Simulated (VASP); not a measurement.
# ZnS (F-43m) in VASP: further runs, part 2 of 2

VASP 6.6.1.

### 4 Equation of state, PBEsol, 19.33 Å³/atom (volume scaled by 0.98)

The input, INCAR:

```
SYSTEM = ZnS
PREC     = Accurate       ! precision mode
ENCUT    = 520            ! plane-wave cutoff, eV
EDIFF    = 1E-7           ! SCF threshold, eV
ISMEAR   = -1             ! smearing method
SIGMA    = 0.05           ! smearing width, eV
LREAL    = .False.        ! projectors in reciprocal space
LASPH    = .True.         ! aspherical terms in the spheres
NELM     = 80             ! most SCF steps
ALGO     = Normal         ! electronic algorithm
ISIF     = 2              ! what is computed and relaxed
LWAVE    = .False.        ! write WAVECAR
LCHARG   = .False.        ! write CHGCAR
GGA      = PS             ! functional
NBANDS   = 16             ! bands
```

The input, KPOINTS:

```
Automatic mesh
0
Gamma
  9 9 9
  0 0 0
```

The input, POSCAR:

```
ZnS
1.0
    0.0000000000      2.6838652254      2.6838652254
    2.6838652254      0.0000000000      2.6838652254
    2.6838652254      2.6838652254      0.0000000000
Zn S
1 1
Direct
    0.7500000000      0.7500000000      0.7500000000
    0.0000000000      0.0000000000      0.0000000000
```

Run with:

```bash
$ cat potpaw_PBE.64/Zn/POTCAR potpaw_PBE.64/S/POTCAR > POTCAR
$ mpirun -np 1 vasp_std > vasp.out
```

It took 15 s on 1 thread of Intel Xeon Platinum 8375C at 2.90GHz (Ice Lake), shared host; peak memory 0.16 GiB.

Results (log left out):

```
Free energy            : -7.5888 eV
Pressure               : -0.3 GPa
Band gap on the k mesh : 2.07 eV, direct
```

Caveat: the PAW data sets were made with another functional, which shifts forces and pressure a little.

### 5 Equation of state, PBEsol, 20.12 Å³/atom (volume scaled by 1.02)

INCAR is that of step 4.

KPOINTS is that of step 4.

The input, POSCAR:

```
ZnS
1.0
    0.0000000000      2.7198945612      2.7198945612
    2.7198945612      0.0000000000      2.7198945612
    2.7198945612      2.7198945612      0.0000000000
Zn S
1 1
Direct
    0.7500000000      0.7500000000      0.7500000000
    0.0000000000      0.0000000000      0.0000000000
```

Run with:

```bash
$ cat potpaw_PBE.64/Zn/POTCAR potpaw_PBE.64/S/POTCAR > POTCAR
$ mpirun -np 1 vasp_std > vasp.out
```

It took 23 s on 1 thread of Intel Xeon Platinum 8375C at 2.90GHz (Ice Lake), shared host; peak memory 0.17 GiB.

It converged, with:

```
Free energy            : -7.5718 eV
Pressure               : -3.1 GPa
Band gap on the k mesh : 1.89 eV, direct
```

Caveat: the PAW data sets were made with another functional, which shifts forces and pressure a little.

### 6 Equation of state, PBEsol, 20.52 Å³/atom (volume scaled by 1.04)

INCAR is that of step 5.

KPOINTS is that of step 5.

The input, POSCAR:

```
ZnS
1.0
    0.0000000000      2.7375567091      2.7375567091
    2.7375567091      0.0000000000      2.7375567091
    2.7375567091      2.7375567091      0.0000000000
Zn S
1 1
Direct
    0.7500000000      0.7500000000      0.7500000000
    0.0000000000      0.0000000000      0.0000000000
```

Potentials or basis: VASP PAW PBE potentials, release 64 (Zn, S).

Run with:

```bash
$ cat potpaw_PBE.64/Zn/POTCAR potpaw_PBE.64/S/POTCAR > POTCAR
$ mpirun -np 1 vasp_std > vasp.out
```

Run time: 23 s. Hardware: 1 thread of Intel Xeon Platinum 8375C at 2.90GHz (Ice Lake), shared host; peak memory 0.17 GiB.

The run converged. Its results:

```
Free energy            : -7.5535 eV
Pressure               : -4.3 GPa
Band gap on the k mesh : 1.81 eV, direct
```

Caveat: the PAW data sets were made with another functional, which shifts forces and pressure a little.

### 7 Equation of state, PBEsol, 20.91 Å³/atom (volume scaled by 1.06)

INCAR is that of step 6.

KPOINTS is that of step 6.

The input, POSCAR:

```
ZnS
1.0
    0.0000000000      2.7549938462      2.7549938462
    2.7549938462      0.0000000000      2.7549938462
    2.7549938462      2.7549938462      0.0000000000
Zn S
1 1
Direct
    0.7500000000      0.7500000000      0.7500000000
    0.0000000000      0.0000000000      0.0000000000
```

Run with:

```bash
$ cat potpaw_PBE.64/Zn/POTCAR potpaw_PBE.64/S/POTCAR > POTCAR
$ mpirun -np 1 vasp_std > vasp.out
```

Wall time 20 s (1 thread of Intel Xeon Platinum 8375C at 2.90GHz (Ice Lake), shared host); peak memory 0.17 GiB.

Results (log left out):

```
Free energy            : -7.5297 eV
Pressure               : -5.4 GPa
Band gap on the k mesh : 1.73 eV, direct
```

Caveat: the PAW data sets were made with another functional, which shifts forces and pressure a little.

### 8 Equation of state, PBEsol

This step only gathers the single runs of the series.

Results:

```yaml
Equilibrium_volume: 19.27 Å³/atom
Bulk_modulus: 79 GPa
Pressure_derivative_of_the_bulk_modulus: 4.5
```

Energy against volume, from the lowest point:
```tsv
volume (Å³/atom)	energy (meV/atom)
18.543	7.12
18.938	1.37
19.332	0.00
19.727	2.53
20.121	8.52
20.516	17.65
20.910	29.56
```

Caveat: the PAW data sets were made with another functional, which shifts forces and pressure a little.

### 9 Equation of state, PBE, 18.54 Å³/atom (volume scaled by 0.94)

The input, INCAR:

```
ALGO = Normal
EDIFF = 1E-7
ENCUT = 520
GGA = PE
ISIF = 2
ISMEAR = -1
LASPH = T
LCHARG = F
LREAL = F
LWAVE = F
NBANDS = 16
NELM = 100
PREC = Accurate
SIGMA = 0.05
```

The input, KPOINTS:

```
k-points
0
Gamma
  9 9 9
```

The input, POSCAR:

```
ZnS
1.0
    0.0000000000      2.6468416657      2.6468416657
    2.6468416657      0.0000000000      2.6468416657
    2.6468416657      2.6468416657      0.0000000000
Zn S
1 1
Direct
    0.7500000000      0.7500000000      0.7500000000
    0.0000000000      0.0000000000      0.0000000000
```

Potentials or basis: VASP PAW PBE potentials, release 64 (Zn, S).

Run with:

```bash
$ cat potpaw_PBE.64/Zn/POTCAR potpaw_PBE.64/S/POTCAR > POTCAR
$ mpirun -np 1 vasp_std > vasp.out
```

It took 15 s on 1 thread of Intel Xeon Platinum 8488C (Sapphire Rapids), shared host; peak memory 0.16 GiB.

Results (log left out):

| Item | Value |
| --- | --- |
| Free energy | -6.7827 eV |
| Pressure | 7.2 GPa |
| Band gap on the k mesh | 2.39 eV, direct |

### 10 Equation of state, PBE, 18.94 Å³/atom (volume scaled by 0.96)

The input, INCAR:

```
  ALGO = Normal
  EDIFF = 1E-7
  ENCUT = 520
  GGA = PE
  ISIF = 2
  ISMEAR = -1
  LASPH = True
  LCHARG = False
  LREAL = False
  LWAVE = False
  NBANDS = 16
  NELM = 60
  PREC = Accurate
  SIGMA = 0.05
```

KPOINTS is that of step 9.

The input, POSCAR:

```
ZnS
1.0
    0.0000000000      2.6654820099      2.6654820099
    2.6654820099      0.0000000000      2.6654820099
    2.6654820099      2.6654820099      0.0000000000
Zn S
1 1
Direct
    0.7500000000      0.7500000000      0.7500000000
    0.0000000000      0.0000000000      0.0000000000
```

Run with:

```bash
$ cat potpaw_PBE.64/Zn/POTCAR potpaw_PBE.64/S/POTCAR > POTCAR
$ mpirun -np 1 vasp_std > vasp.out
```

Wall time 14 s (1 thread of Intel Xeon Platinum 8488C (Sapphire Rapids), shared host); peak memory 0.15 GiB.

It converged, with:

- Free energy: -6.8133 eV
- Pressure: 5.2 GPa
- Band gap on the k mesh: 2.30 eV, direct

### 11 Equation of state, PBE, 19.33 Å³/atom (volume scaled by 0.98)

The input, INCAR:

```
SYSTEM = ZnS
ALGO     = Normal         ! electronic algorithm
EDIFF    = 1E-7           ! SCF threshold, eV
ENCUT    = 520            ! plane-wave cutoff, eV
GGA      = PE             ! functional
ISIF     = 2              ! what is computed and relaxed
ISMEAR   = -1             ! smearing method
LASPH    = .True.         ! aspherical terms in the spheres
LCHARG   = .False.        ! write CHGCAR
LREAL    = .False.        ! projectors in reciprocal space
LWAVE    = .False.        ! write WAVECAR
NBANDS   = 16             ! bands
NELM     = 100            ! most SCF steps
PREC     = Accurate       ! precision mode
SIGMA    = 0.05           ! smearing width, eV
```

The input, KPOINTS:

```
k-points
0
Gamma
  9 9 9
  0 0 0
```

The input, POSCAR:

```
ZnS
1.0
    0.0000000000      2.6838652254      2.6838652254
    2.6838652254      0.0000000000      2.6838652254
    2.6838652254      2.6838652254      0.0000000000
Zn S
1 1
Direct
    0.7500000000      0.7500000000      0.7500000000
    0.0000000000      0.0000000000      0.0000000000
```

Run with:

```bash
$ cat potpaw_PBE.64/Zn/POTCAR potpaw_PBE.64/S/POTCAR > POTCAR
$ mpirun -np 1 vasp_std > vasp.out
```

Run time: 17 s. Hardware: 1 thread of Intel Xeon Platinum 8488C (Sapphire Rapids), shared host; peak memory 0.15 GiB.

The run converged. Its results:

```yaml
Free_energy: -6.8345 eV
Pressure: 3.4 GPa
Band_gap_on_the_k_mesh: 2.20 eV, direct
```

### 12 Equation of state, PBE, 20.12 Å³/atom (volume scaled by 1.02)

The input, INCAR:

```
SYSTEM = ZnS
PREC = Accurate ; ENCUT = 520
EDIFF = 1E-7 ; ISMEAR = -1
SIGMA = 0.05 ; LREAL = .FALSE.
LASPH = .TRUE. ; NELM = 60
ALGO = Normal ; ISIF = 2
LWAVE = .FALSE. ; LCHARG = .FALSE.
GGA = PE ; NBANDS = 16
```

The input, KPOINTS:

```
regular mesh
0
G
  9 9 9
  0 0 0
```

The input, POSCAR:

```
ZnS
1.0
    0.0000000000      2.7198945612      2.7198945612
    2.7198945612      0.0000000000      2.7198945612
    2.7198945612      2.7198945612      0.0000000000
Zn S
1 1
Direct
    0.7500000000      0.7500000000      0.7500000000
    0.0000000000      0.0000000000      0.0000000000
```

Potentials or basis: VASP PAW PBE potentials, release 64 (Zn, S).

Run with:

```bash
$ cat potpaw_PBE.64/Zn/POTCAR potpaw_PBE.64/S/POTCAR > POTCAR
$ mpirun -np 1 vasp_std > vasp.out
```

It took 21 s on 1 thread of Intel Xeon Platinum 8488C (Sapphire Rapids), shared host; peak memory 0.17 GiB.

The run converged. Its results:

- Free energy: -6.8524 eV
- Pressure: 0.3 GPa
- Band gap on the k mesh: 2.03 eV, direct

### 13 Equation of state, PBE, 20.52 Å³/atom (volume scaled by 1.04)

INCAR, as its differences from that of step 12:

```diff
@@ -4,3 +4,3 @@
 SIGMA = 0.05 ; LREAL = .FALSE.
-LASPH = .TRUE. ; NELM = 60
+LASPH = .TRUE. ; NELM = 100
 ALGO = Normal ; ISIF = 2
```

KPOINTS is that of step 12.

The input, POSCAR:

```
ZnS
1.0
    0.0000000000      2.7375567091      2.7375567091
    2.7375567091      0.0000000000      2.7375567091
    2.7375567091      2.7375567091      0.0000000000
Zn S
1 1
Direct
    0.7500000000      0.7500000000      0.7500000000
    0.0000000000      0.0000000000      0.0000000000
```

Run with:

```bash
$ cat potpaw_PBE.64/Zn/POTCAR potpaw_PBE.64/S/POTCAR > POTCAR
$ mpirun -np 1 vasp_std > vasp.out
```

It took 23 s on 1 thread of Intel Xeon Platinum 8488C (Sapphire Rapids), shared host; peak memory 0.17 GiB.

Results (log left out):

```
Free energy            : -6.8507 eV
Pressure               : -1.0 GPa
Band gap on the k mesh : 1.94 eV, direct
```

### 14 Equation of state, PBE, 20.91 Å³/atom (volume scaled by 1.06)

The input, INCAR:

```
SYSTEM = ZnS
PREC = Accurate
ENCUT = 520
EDIFF = 1E-7
ISMEAR = -1
SIGMA = 0.05
LREAL = .FALSE.
LASPH = .TRUE.
NELM = 60
ALGO = Normal
ISIF = 2
LWAVE = .FALSE.
LCHARG = .FALSE.
GGA = PE
NBANDS = 16
```

The input, KPOINTS:

```
Automatic mesh
0
G
  9 9 9
  0 0 0
```

The input, POSCAR:

```
ZnS
1.0
    0.0000000000      2.7549938462      2.7549938462
    2.7549938462      0.0000000000      2.7549938462
    2.7549938462      2.7549938462      0.0000000000
Zn S
1 1
Direct
    0.7500000000      0.7500000000      0.7500000000
    0.0000000000      0.0000000000      0.0000000000
```

Run with:

```bash
$ cat potpaw_PBE.64/Zn/POTCAR potpaw_PBE.64/S/POTCAR > POTCAR
$ mpirun -np 1 vasp_std > vasp.out
```

Run time: 25 s. Hardware: 1 thread of Intel Xeon Platinum 8488C (Sapphire Rapids), shared host; peak memory 0.17 GiB.

The run converged. Its results:

```yaml
Free_energy: -6.8428 eV
Pressure: -2.2 GPa
Band_gap_on_the_k_mesh: 1.86 eV, direct
```

### 15 Equation of state, PBE

Potentials or basis: VASP PAW PBE potentials, release 64 (Zn, S).

No new run: the results of the series are fitted here.

Results:

| Quantity | Value |
| --- | --- |
| Equilibrium volume | 20.21 Å³/atom |
| Bulk modulus | 69 GPa |
| Pressure derivative of the bulk modulus | 4.4 |

Energy against volume, from the lowest point:
| volume (Å³/atom) | energy (meV/atom) |
| --- | --- |
| 18.543 | 34.84 |
| 18.938 | 19.53 |
| 19.332 | 8.94 |
| 19.727 | 2.58 |
| 20.121 | 0.00 |
| 20.516 | 0.86 |
| 20.910 | 4.79 |

### 16 Against experiment

Step 8. Measured bulk modulus of ZnS: 76.9 GPa (quoted in “Electronic, vibrational, and thermodynamic properties of ZnS (zincblende and rocksalt structure)”, 2009, arxiv:0911.5022). This calculation gives 79 GPa (+2.3 %). The fit is for a static lattice scaled at fixed shape and fixed fractional positions.

Step 15. Measured bulk modulus of ZnS: 76.9 GPa (quoted in “Electronic, vibrational, and thermodynamic properties of ZnS (zincblende and rocksalt structure)”, 2009, arxiv:0911.5022). This calculation gives 69 GPa (-9.8 %). The fit is for a static lattice scaled at fixed shape and fixed fractional positions.
